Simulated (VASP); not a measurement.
# SiC (P6_3mc) in VASP: settings compared

The runs below take SiC through single point, with HSE06, PBE.

All numbers are computed with VASP 6.6.1; they aren't measurements. Logs are shortened: lines on timing, memory, paths and dates and some standing lists are left out, and cuts for length are marked.

**1. Starting point**

Symmetry: P6_3mc, No. 186, hexagonal system. Conventional cell: a = 3.093 Å, b = 3.093 Å, c = 10.127 Å, α = 90.00°, β = 90.00°, γ = 120.00°. Si (site symmetry 3m) is surrounded by 4 C at 1.90 Å. Around Si (site symmetry 3m) lie 4 C at 1.89 to 1.90 Å. C (site symmetry 3m) has 4 Si at 1.89 to 1.90 Å as nearest neighbours. Around C (site symmetry 3m) lie 4 Si at 1.90 Å.

The cell is a database's computed one.

**2. Single point, HSE06**

File POSCAR:

```
SiC
1.0
    1.5465940000      8.0363460000      0.0000000000
   -7.7329770000     -2.6787820000      0.0000000000
    0.0000000000      0.0000000000     10.1265810000
Si C
28 28
Direct
    0.3333331400      0.6666664300      0.9378460000
    0.1904760000      0.2380950000      0.9378460000
    0.6190474300      0.5238092900      0.9378460000
    0.0476188600      0.8095235700      0.9378460000
    0.4761902900      0.0952378600      0.9378460000
    0.9047617100      0.3809521400      0.9378460000
    0.7619045700      0.9523807100      0.9378460000
    0.5238097100      0.9047621400      0.4378460000
    0.3809525700      0.4761907100      0.4378460000
    0.8095240000      0.7619050000      0.4378460000
    0.2380954300      0.0476192900      0.4378460000
    0.6666668600      0.3333335700      0.4378460000
    0.0952382900      0.6190478600      0.4378460000
    0.9523811400      0.1904764300      0.4378460000
    0.2857142900      0.8571428600      0.6878980000
    0.1428571400      0.4285714300      0.6878980000
    0.5714285700      0.7142857100      0.6878980000
    0.0000000000      0.0000000000      0.6878980000
    0.4285714300      0.2857142900      0.6878980000
    0.8571428600      0.5714285700      0.6878980000
    0.7142857100      0.1428571400      0.6878980000
    0.2857142900      0.8571428600      0.1878980000
    0.1428571400      0.4285714300      0.1878980000
    0.5714285700      0.7142857100      0.1878980000
    0.0000000000      0.0000000000      0.1878980000
    0.4285714300      0.2857142900      0.1878980000
    0.8571428600      0.5714285700      0.1878980000
    0.7142857100      0.1428571400      0.1878980000
    0.3333331400      0.6666664300      0.7498070000
    0.1904760000      0.2380950000      0.7498070000
    0.6190474300      0.5238092900      0.7498070000
    0.0476188600      0.8095235700      0.7498070000
    0.4761902900      0.0952378600      0.7498070000
    0.9047617100      0.3809521400      0.7498070000
    0.7619045700      0.9523807100      0.7498070000
    0.5238097100      0.9047621400      0.2498070000
    0.3809525700      0.4761907100      0.2498070000
    0.8095240000      0.7619050000      0.2498070000
    0.2380954300      0.0476192900      0.2498070000
    0.6666668600      0.3333335700      0.2498070000
    0.0952382900      0.6190478600      0.2498070000
    0.9523811400      0.1904764300      0.2498070000
    0.2857142900      0.8571428600      0.5004470000
    0.1428571400      0.4285714300      0.5004470000
    0.5714285700      0.7142857100      0.5004470000
    0.0000000000      0.0000000000      0.5004470000
    0.4285714300      0.2857142900      0.5004470000
    0.8571428600      0.5714285700      0.5004470000
    0.7142857100      0.1428571400      0.5004470000
    0.2857142900      0.8571428600      0.0004470000
    0.1428571400      0.4285714300      0.0004470000
    0.5714285700      0.7142857100      0.0004470000
    0.0000000000      0.0000000000      0.0004470000
    0.4285714300      0.2857142900      0.0004470000
    0.8571428600      0.5714285700      0.0004470000
    0.7142857100      0.1428571400      0.0004470000
```

File INCAR.step1:

```
PREC = Normal
ENCUT = 400
EDIFF = 1E-5
ISMEAR = 0
SIGMA = 0.01
LREAL = Auto
LASPH = T
NELM = 80
ALGO = Normal
ISIF = 2
LWAVE = T
LCHARG = F
NBANDS = 146
ICORELEVEL = 1
GGA = PE
```

File INCAR.step2:

```
PREC = Normal
ENCUT = 400
EDIFF = 1E-6
ISMEAR = 0
SIGMA = 0.01
LREAL = Auto
LASPH = T
NELM = 80
ALGO = Normal
ISIF = 2
LWAVE = F
LCHARG = F
GGA = PE
LHFCALC = T
HFSCREEN = 0.2
PRECFOCK = Fast
NBANDS = 146
ICORELEVEL = 1
ISTART = 1
```

File KPOINTS:

```
Automatic mesh
0
Gamma
  1 1 1
```

Potentials or basis: VASP PAW PBE potentials, release 64 (Si, C).

Launch:

```
$ cat potpaw_PBE.64/Si/POTCAR potpaw_PBE.64/C/POTCAR > POTCAR
$ cp INCAR.step1 INCAR
$ mpirun -np 4 vasp_gam > vasp.out
$ cp INCAR.step2 INCAR
$ mpirun -np 4 vasp_gam > vasp.out
```

OUTCAR:

```text
PREC = Normal
   ENCUT = 400
   EDIFF = 1E-6
   ISMEAR = 0
   LREAL = Auto
   LASPH = T
   NELM = 80
   ISIF = 2
   GGA = PE
   LHFCALC = T
   HFSCREEN = 0.2
   PRECFOCK = Fast
   ISTART = 1

 ion  position               nearest neighbor table
   1  0.333  0.667  0.938-  51 1.90  50 1.90  52 1.90  29 1.90   4 3.09   3 3.09   5 3.09   2 3.09
                             7 3.09   6 3.09  16 3.10  15 3.10  17 3.10  23 3.10  22 3.10  24 3.10
   2  0.190  0.238  0.938-  53 1.90  51 1.90  54 1.90  30 1.90   6 3.09   5 3.09   1 3.09   4 3.09
                             7 3.09   3 3.09  18 3.10  16 3.10  19 3.10  25 3.10  23 3.10  26 3.10
   3  0.619  0.524  0.938-  54 1.90  52 1.90  55 1.90  31 1.90   6 3.09   1 3.09   7 3.09   5 3.09
                             4 3.09   2 3.09  19 3.10  17 3.10  20 3.10  26 3.10  24 3.10  27 3.10
   4  0.048  0.810  0.938-  55 1.90  53 1.90  50 1.90  32 1.90   1 3.09   7 3.09   6 3.09   2 3.09
                             3 3.09   5 3.09  20 3.10  18 3.10  15 3.10  27 3.10  25 3.10  22 3.10
   5  0.476  0.095  0.938-  50 1.90  54 1.90  56 1.90  33 1.90   7 3.09   2 3.09   1 3.09   3 3.09
                             6 3.09   4 3.09  15 3.10  19 3.10  21 3.10  22 3.10  26 3.10  28 3.10
   6  0.905  0.381  0.938-  56 1.90  55 1.90  51 1.90  34 1.90   3 3.09   2 3.09   4 3.09   7 3.09
                             5 3.09   1 3.09  21 3.10  20 3.10  16 3.10  28 3.10  27 3.10  23 3.10
   7  0.762  0.952  0.938-  52 1.90  56 1.90  53 1.90  35 1.90   5 3.09   4 3.09   3 3.09   6 3.09
                             1 3.09   2 3.09  17 3.10  21 3.10  18 3.10  24 3.10  28 3.10  25 3.10
   8  0.524  0.905  0.438-  49 1.90  45 1.90  43 1.90  36 1.90  11 3.09  10 3.09  12 3.09   9 3.09
                            13 3.09  14 3.09  28 3.10  24 3.10  22 3.10  21 3.10  17 3.10  15 3.10
   9  0.381  0.476  0.438-  45 1.90  47 1.90  44 1.90  37 1.90  13 3.09  12 3.09  11 3.09   8 3.09
[... 74 lines left out ...]
 A1 = (   1.5465940000,   8.0363460000,   0.0000000000)
 A2 = (  -7.7329770000,  -2.6787820000,   0.0000000000)
 A3 = (   0.0000000000,   0.0000000000,  10.1265810000)

Analysis of symmetry for initial positions (statically):
=====================================================================
 Subroutine PRICEL returns following result:

  LATTYP: Found a hexagonal cell.
 ALAT       =     3.0931910155
 C/A-ratio  =     3.2738298247

  Lattice vectors:

 A1 = (  -3.0931910155,  -0.0000000268,   0.0000000000)
 A2 = (   1.5465960464,  -2.6787819196,   0.0000000000)
 A3 = (   0.0000000000,   0.0000000000,  10.1265810000)

   7 primitive cells build up your supercell.

 Routine SETGRP: Setting up the symmetry group for a
 hexagonal supercell.

 Subroutine GETGRP returns: Found  6 space group operations
 (whereof  3 operations were pure point group operations)
 out of a pool of 24 trial point group operations.

The static configuration has the point symmetry C_3 .
 The point group associated with its full space group is C_6 .

Analysis of symmetry for dynamics (positions and initial velocities):
=====================================================================
 Subroutine PRICEL returns following result:

  LATTYP: Found a hexagonal cell.
 ALAT       =     3.0931910155
 C/A-ratio  =     3.2738298247

  Lattice vectors:

 A1 = (  -3.0931910155,  -0.0000000268,   0.0000000000)
 A2 = (   1.5465960464,  -2.6787819196,   0.0000000000)
 A3 = (   0.0000000000,   0.0000000000,  10.1265810000)

   7 primitive cells build up your supercell.

 Routine SETGRP: Setting up the symmetry group for a
 hexagonal supercell.

 Subroutine GETGRP returns: Found  6 space group operations
 (whereof  3 operations were pure point group operations)
 out of a pool of 24 trial point group operations.

The dynamic configuration has the point symmetry C_3 .
 The point group associated with its full space group is C_6 .

 Subroutine INISYM returns: Found  6 space group operations
 (whereof  3 operations are pure point group operations),
 and found     7 'primitive' translations

----------------------------------------------------------------------------------------

                                     Primitive cell

  volume of cell :      83.9087
[... 55 lines left out ...]

 Following reciprocal coordinates:
            Coordinates               Weight
  0.000000  0.000000  0.000000      1.000000
   k-points           NKPTS =      1   k-points in BZ     NKDIM =      1   number of bands    NBANDS=    148
   number of dos      NEDOS =    301   number of ions     NIONS =     56
   total plane-waves  NPLWV =  80000
   dimension x,y,z NGX =    40 NGY =   40 NGZ =   50
   dimension x,y,z NGXF=    80 NGYF=   80 NGZF=  100
   ions per type =              28  28
   NGX,Y,Z   is equivalent  to a cutoff of   8.13,  8.13,  8.21 a.u.
   NGXF,Y,Z  is equivalent  to a cutoff of  16.25, 16.25, 16.42 a.u.
 SYSTEM =  unknown system
[... 15 lines left out ...]
   ISIF   =      2    stress and relaxation
   ISYM   =      3    0-nonsym 1-usesym 2-fastsym
   POTIM  = 0.5000    time-step for ionic-motion
   TEBEG  =    0.0;   TEEND  =   0.0 temperature during run
   PSTRESS=    0.0 pullay stress
   NELECT =     224.0000    total number of electrons
   NUPDOWN=      -1.0000    fix difference up-down
   EMIN   =  10.00;   EMAX   =-10.00  energy-range for DOS
   EFERMI =   0.00;   METHOD = LEGACY
   ISMEAR =     0;   SIGMA  =   0.01  broadening in eV -4-tet -1-fermi 0-gaus
   EFERMI_NEDOS =   21; number of points for ismear=-14 and -15
   IALGO  =     38    algorithm
   IMIX   =      1    mixing-type and parameters
     AMIX     =   0.40;   BMIX     =  1.00
     AMIX_MAG =   1.60;   BMIX_MAG =  1.00
  volume/ion in A,a.u.               =      10.49        70.78
  Fermi-wavevector in a.u.,A,eV,Ry     =   1.187196  2.243476 19.176526  1.409435
  Thomas-Fermi vector in A             =   2.323353
   LORBIT       =      0    0 simple, 1 ext, 2 COOP (PROOUT), +10 PAW based schemes
   GGA     = PE    functional components
   LHFCALC =     T    Hartree Fock is set to
   PRECFOCK=fast      Normal, Fast or Accurate (Low or Medium for compatibility)
   ENCUT4O =  -1.0   cutoff for four orbital integrals eV
   NKREDX  =     1    reduce k-point grid by
   NKREDY  =     1    reduce k-point grid by
   NKREDZ  =     1    reduce k-point grid by
   AEXX    =    0.2500 exact exchange contribution
   HFSCREEN=    0.2000 screening length (either q_TF or 0.3 A-1)
   HFSCREENC=   0.2000 screening length for correlation (either q_TF or 0.3 A-1)
   ENCUTFOCK=  -1.0 apply spherical cutoff to Coloumb kernel
   IVDW    =     0    specifies the selected vdW correction
   LEPSILON=     F    determine dielectric tensor
   LRPA    =     F    only Hartree local field effects (RPA)
 non-spin polarized calculation
 Gauss-broadening in eV      SIGMA  =   0.01
  energy-cutoff  :      400.00
  volume of cell :      587.36
 maximum number of plane-waves:      5378
  NGX = 28; NGY = 28; NGZ = 36

 number of electron     223.9999935 magnetization

 Free energy of the ion-electron system (eV)
  ---------------------------------------------------
  ext. energy  EPLUGINS =         0.00000000
  ---------------------------------------------------
  free energy    TOTEN  =      -491.93009576 eV

  energy without entropy =     -491.93009576  energy(sigma->0) =     -491.93009576

 the core state eigenenergies are
   1-  1s  -1771.8091  2s   -125.5317  2p    -81.5704
   2-  1s  -1771.8093  2s   -125.5318  2p    -81.5705
   3-  1s  -1771.8093  2s   -125.5318  2p    -81.5705
   4-  1s  -1771.8093  2s   -125.5318  2p    -81.5705
   5-  1s  -1771.8093  2s   -125.5318  2p    -81.5705
   6-  1s  -1771.8093  2s   -125.5318  2p    -81.5705
[... 48 lines left out ...]
  55-  1s   -255.9861
  56-  1s   -255.9862

 E-fermi :   7.4065     XC(G=0):  -9.3031

 val. band max:        7.3373704581   @ k =   0.0000   0.0000   0.0000
 cond. band min:      11.9928690130   @ k =   0.0000   0.0000   0.0000
 fundamental gap:      4.6554985549
 Fermi energy:         7.4064921423

 k-point     1 :       0.0000    0.0000    0.0000
  band No.  band energies     occupation
      1      -9.5811      2.00000
      2      -8.3086      2.00000
      3      -8.2881      2.00000
      4      -7.0612      2.00000
      5      -7.0612      2.00000
      6      -7.0612      2.00000
[... 116 lines left out ...]
    123      12.6221      0.00000
    124      12.6221      0.00000
 [bands above 124 left out]

------------------------ aborting loop because EDIFF is reached ----------------------------------------

  FORCE on cell =-STRESS in cart. coord.  units (eV):
  Direction    XX          YY          ZZ          XY          YZ          ZX
  --------------------------------------------------------------------------------------
  -------------------------------------------------------------------------------------
  Total      -31.3372637    -31.3372641    -16.8529450      0.0000058      0.0000000      0.0000000
  in kB      -85.4804233    -85.4804242    -45.9707295      0.0000159      0.0000000      0.0000000
  external PRESSURE =     -72.3105257 kB  Pullay stress =       0.0000000 kB

 VOLUME and BASIS-vectors are now :
 -----------------------------------------------------------------------------
  energy-cutoff  :      400.00
  volume of cell :      587.36
      direct lattice vectors                 reciprocal lattice vectors
     1.546594000  8.036346000  0.000000000    -0.046184391  0.133322844  0.000000000
    -7.732977000 -2.678782000  0.000000000    -0.138553173  0.026664545  0.000000000
     0.000000000  0.000000000 10.126581000     0.000000000  0.000000000  0.098750012

 POSITION                                       TOTAL-FORCE (eV/Angst)
 -----------------------------------------------------------------------------------
     -4.63979      0.89293      9.49717         0.000000     -0.000000      0.054527
     -1.54659      0.89293      9.49717        -0.000000     -0.000000      0.054527
     -3.09319      3.57171      9.49717         0.000000     -0.000000      0.054527
     -6.18638     -1.78586      9.49717         0.000000      0.000000      0.054527
      0.00000      3.57171      9.49717        -0.000000      0.000000      0.054527
     -1.54660      6.25049      9.49717         0.000000      0.000000      0.054527
[... 48 lines left out ...]
     -3.09319      5.35756      0.00453         0.000000     -0.000000      0.029572
     -0.00000      5.35756      0.00453         0.000000     -0.000000      0.029572
 -----------------------------------------------------------------------------------
    total drift:                               -0.000003     -0.000015      0.072042

  FREE ENERGIE OF THE ION-ELECTRON SYSTEM (eV)
  ---------------------------------------------------
  free  energy   TOTEN  =      -491.9300957634 eV

  energy  without entropy=     -491.9300957634  energy(sigma->0) =     -491.93009576
```

It took 1.8 min on 4 MPI ranks of Intel Xeon Platinum 8488C (Sapphire Rapids), shared host; peak memory 0.39 GiB.

Results:

| Quantity | Value |
| --- | --- |
| Free energy | -491.9301 eV |
| Largest force | 0.084 eV/Å |
| Band gap on the k mesh | 4.66 eV |

Forces in eV/Å, atoms in the order of the input:
```
Si   0.000  0.000  0.055
Si   0.000  0.000  0.055
Si   0.000  0.000  0.055
Si   0.000  0.000  0.055
Si   0.000  0.000  0.055
Si   0.000  0.000  0.055
Si   0.000  0.000  0.055
Si   0.000  0.000  0.055
Si   0.000  0.000  0.055
Si   0.000  0.000  0.055
Si   0.000  0.000  0.055
Si   0.000  0.000  0.055
Si   0.000  0.000  0.055
Si   0.000  0.000  0.055
Si   0.000  0.000 -0.084
Si   0.000  0.000 -0.084
Si   0.000  0.000 -0.084
Si   0.000  0.000 -0.084
Si   0.000  0.000 -0.084
Si   0.000  0.000 -0.084
Si   0.000  0.000 -0.084
Si   0.000  0.000 -0.084
Si   0.000  0.000 -0.084
Si   0.000  0.000 -0.084
Si   0.000  0.000 -0.084
Si   0.000  0.000 -0.084
Si   0.000  0.000 -0.084
Si   0.000  0.000 -0.084
C    0.000  0.000  0.000
C    0.000  0.000  0.000
C    0.000  0.000  0.000
C    0.000  0.000  0.000
C    0.000  0.000  0.000
C    0.000  0.000  0.000
C    0.000  0.000  0.000
C    0.000  0.000  0.000
C    0.000  0.000  0.000
C    0.000  0.000  0.000
C    0.000  0.000  0.000
C    0.000  0.000  0.000
C    0.000  0.000  0.000
C    0.000  0.000  0.000
C    0.000  0.000  0.030
C    0.000  0.000  0.030
C    0.000  0.000  0.030
C    0.000  0.000  0.030
C    0.000  0.000  0.030
C    0.000  0.000  0.030
C    0.000  0.000  0.030
C    0.000  0.000  0.030
C    0.000  0.000  0.030
C    0.000  0.000  0.030
C    0.000  0.000  0.030
C    0.000  0.000  0.030
C    0.000  0.000  0.030
C    0.000  0.000  0.030
```

Levels at points of the mesh, in eV from the valence-band top:
| k point | band 108 | band 109 | band 110 | band 111 | band 112 | band 113 | band 114 | band 115 | band 116 | band 117 |
| --- | --- | --- | --- | --- | --- | --- | --- | --- | --- | --- |
| (0.00, 0.00, 0.00) | -0.64 | -0.64 | -0.03 | 0.00 | 0.00 | 4.66 | 4.66 | 4.66 | 4.66 | 4.66 |

Core levels (eV, on the scale of the bands):
| atom | levels |
| --- | --- |
| 1 Si | 1s -1771.8, 2s -125.5, 2p -81.6 |
| 2 Si | 1s -1771.8, 2s -125.5, 2p -81.6 |
| 3 Si | 1s -1771.8, 2s -125.5, 2p -81.6 |
| 4 Si | 1s -1771.8, 2s -125.5, 2p -81.6 |
| 5 Si | 1s -1771.8, 2s -125.5, 2p -81.6 |
| 6 Si | 1s -1771.8, 2s -125.5, 2p -81.6 |

Caveat: the k mesh is coarse (spacing up to 0.89 Å⁻¹), so the values aren't converged, least of all with exact exchange; the cutoff is under 1.25 times the usual one of these potentials, so pressure, stress and relaxed cells hold a basis-set (Pulay) error; the PAW data sets were made with another functional, which shifts forces and pressure a little; an odd mesh through Γ misses points on the zone boundary, where band edges often lie.

**3. Single point, PBE**

File INCAR:

```
SYSTEM = SiC
ALGO = Fast
EDIFF = 1E-7
ENCUT = 450
GGA = PE
ICORELEVEL = 1
ISIF = 2
ISMEAR = 0
KPAR = 2
LASPH = .TRUE.
LCHARG = .FALSE.
LREAL = Auto
LWAVE = .FALSE.
NCORE = 1
NELM = 80
PREC = Normal
SIGMA = 0.01
```

File KPOINTS:

```
k-points
0
G
  2 2 2
  0 0 0
```

POSCAR is that of step 2.

Potentials or basis: VASP PAW PBE potentials, release 64 (Si, C).

Launch:

```
$ cat potpaw_PBE.64/Si/POTCAR potpaw_PBE.64/C/POTCAR > POTCAR
$ mpirun -np 2 vasp_std > vasp.out
```

Wall time 2.6 min (2 MPI ranks of Intel Xeon Platinum 8259CL at 2.50GHz (Skylake/Cascade Lake), shared host); peak memory 0.4 GiB.

It converged, with:

```
Free energy            : -421.7981 eV
Largest force          : 0.009 eV/Å
Band gap on the k mesh : 2.22 eV
```

Forces on the atoms (eV/Å):
```
Si   0.000  0.000 -0.004
Si   0.000  0.000 -0.004
Si   0.000  0.000 -0.004
Si   0.000  0.000 -0.004
Si   0.000  0.000 -0.004
Si   0.000  0.000 -0.004
Si   0.000  0.000 -0.004
Si   0.000  0.000 -0.004
Si   0.000  0.000 -0.004
Si   0.000  0.000 -0.004
Si   0.000  0.000 -0.004
Si   0.000  0.000 -0.004
Si   0.000  0.000 -0.004
Si   0.000  0.000 -0.004
Si   0.000  0.000  0.009
Si   0.000  0.000  0.009
Si   0.000  0.000  0.009
Si   0.000  0.000  0.009
Si   0.000  0.000  0.009
Si   0.000  0.000  0.009
Si   0.000  0.000  0.009
Si   0.000  0.000  0.009
Si   0.000  0.000  0.009
Si   0.000  0.000  0.009
Si   0.000  0.000  0.009
Si   0.000  0.000  0.009
Si   0.000  0.000  0.009
Si   0.000  0.000  0.009
C    0.000  0.000 -0.001
C    0.000  0.000 -0.001
C    0.000  0.000 -0.001
C    0.000  0.000 -0.001
C    0.000  0.000 -0.001
C    0.000  0.000 -0.001
C    0.000  0.000 -0.001
C    0.000  0.000 -0.001
C    0.000  0.000 -0.001
C    0.000  0.000 -0.001
C    0.000  0.000 -0.001
C    0.000  0.000 -0.001
C    0.000  0.000 -0.001
C    0.000  0.000 -0.001
C    0.000  0.000 -0.004
C    0.000  0.000 -0.004
C    0.000  0.000 -0.004
C    0.000  0.000 -0.004
C    0.000  0.000 -0.004
C    0.000  0.000 -0.004
C    0.000  0.000 -0.004
C    0.000  0.000 -0.004
C    0.000  0.000 -0.004
C    0.000  0.000 -0.004
C    0.000  0.000 -0.004
C    0.000  0.000 -0.004
C    0.000  0.000 -0.004
C    0.000  0.000 -0.004
```

Levels at points of the mesh, in eV from the valence-band top:
```
           k point  band 110  band 111  band 112  band 113  band 114  band 115
(0.00, 0.00, 0.00)     -0.05      0.00      0.00      3.56      3.56      3.56
(0.50, 0.00, 0.00)     -0.52     -0.43     -0.43      2.22      2.34      3.46
(0.00, 0.00, 0.50)     -0.21     -0.21     -0.21      3.99      3.99      3.99
(0.50, 0.00, 0.50)     -0.73     -0.73     -0.73      2.63      2.63      3.51
```

Core levels (eV, on the scale of the bands):
```
atom                           levels
1 Si  1s -1771.5, 2s -125.3, 2p -81.3
2 Si  1s -1771.5, 2s -125.3, 2p -81.3
3 Si  1s -1771.5, 2s -125.3, 2p -81.3
4 Si  1s -1771.5, 2s -125.3, 2p -81.3
5 Si  1s -1771.5, 2s -125.3, 2p -81.3
6 Si  1s -1771.5, 2s -125.3, 2p -81.3
```

Caveat: the k mesh is coarse (spacing up to 0.44 Å⁻¹), so the values aren't converged; the cutoff is under 1.25 times the usual one of these potentials, so pressure, stress and relaxed cells hold a basis-set (Pulay) error.
